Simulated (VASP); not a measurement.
Input of a VASP 6.6.1 run:

The input INCAR:

```
SYSTEM = CdTe
ALGO = Normal ; EDIFF = 1E-6
ENCUT = 520 ; ISIF = 2
ISMEAR = 0 ; LASPH = .TRUE.
LCHARG = .FALSE. ; LMIXTAU = .TRUE.
LREAL = .FALSE. ; LWAVE = .FALSE.
METAGGA = R2SCAN ; NBANDS = 16
NELM = 100 ; PREC = Accurate
SIGMA = 0.02
```

File KPOINTS:

```
k-points
0
G
  10 10 10
  0 0 0
```

The input POSCAR:

```
CdTe
1.0
    0.0000000000      3.2476700000      3.2476700000
    3.2476700000      0.0000000000      3.2476700000
    3.2476700000      3.2476700000      0.0000000000
Cd Te
1 1
Direct
    0.0000000000      0.0000000000      0.0000000000
    0.7500000000      0.7500000000      0.7500000000
```

Potentials or basis: VASP PAW PBE potentials, release 64 (Cd, Te).

Run with:

```sh
$ cat potpaw_PBE.64/Cd/POTCAR potpaw_PBE.64/Te/POTCAR > POTCAR
$ mpirun -np 1 vasp_std > vasp.out
```

(1) Estimate the band gap on the k mesh.

(2) Estimate the pressure.

## Answers

(1) 1.25 eV, direct.

(2) 1.3 GPa.

Caveat: the PAW data sets were made with another functional, which shifts forces and pressure a little; spin-orbit coupling is left out, which moves the levels of the heavy elements.

**What was measured.**

From a printed reference work, data compilation, for a bulk crystal of CdTe at 0 K: band gap 1.607 eV.

A measured gap of CdTe is 1.607 eV (0 K; a printed reference work, data compilation); the calculated 1.25 eV misses it by -0.36 eV. Spin-orbit coupling on Cd, Te is left out. The value is that of r2SCAN, without temperature or zero-point motion. The cell is a database's relaxed one, not the measured one, which moves gaps too.
